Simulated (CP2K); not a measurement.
Runs of CP2K 2026.2 on Te. It takes space group P3_121 (No. 152, trigonal). The conventional cell has a = 4.454 Å, b = 4.454 Å, c = 5.924 Å, α = 90.00°, β = 90.00°, γ = 120.00°. Te (site symmetry 2) has 2 Te at 2.86 Å as nearest neighbours. 

```tsv
level	cutoff of the non-local correlation (Ry)	gap on the mesh (eV)	pressure (GPa)	largest force (eV/Å)
HLE17	-	(c)	(d)	0.40
PBE	-	0.62	2.2	0.35
OLYP	-	0.70	(b)	0.13
LDA	-	0.55	0.6	0.51
vdW-DF-cx	300	0.61	1.6	0.45
PBEsol	-	0.56	(a)	0.46
PW91	-	0.62	2.3	0.37
```

Alike in all rows: task atomic charges; potentials or basis POTENTIAL_UZH Te GTH-PBE-q6; TZVP-MOLOPT-PBE-GTH basis; no spin polarisation; cell as given; k mesh 7 × 7 × 5; smearing fermi-dirac 0.05 eV.

Problem. Estimate the missing entries.

Solution. (a) 0.7; (b) 2.6; (c) 0.94; (d) 0.4.

Caveats: spin-orbit coupling is left out, which moves the levels of the heavy elements; an odd mesh through Γ misses points on the zone boundary, where band edges often lie; the basis of atomic orbitals isn't converged, which shifts pressures, moduli and gaps; the potentials were made for another functional, which shifts forces and pressure (some runs); the potentials were made for a functional far from this one (some runs).

A k mesh can miss the band edges, and the runs leave out spin-orbit coupling on Te.
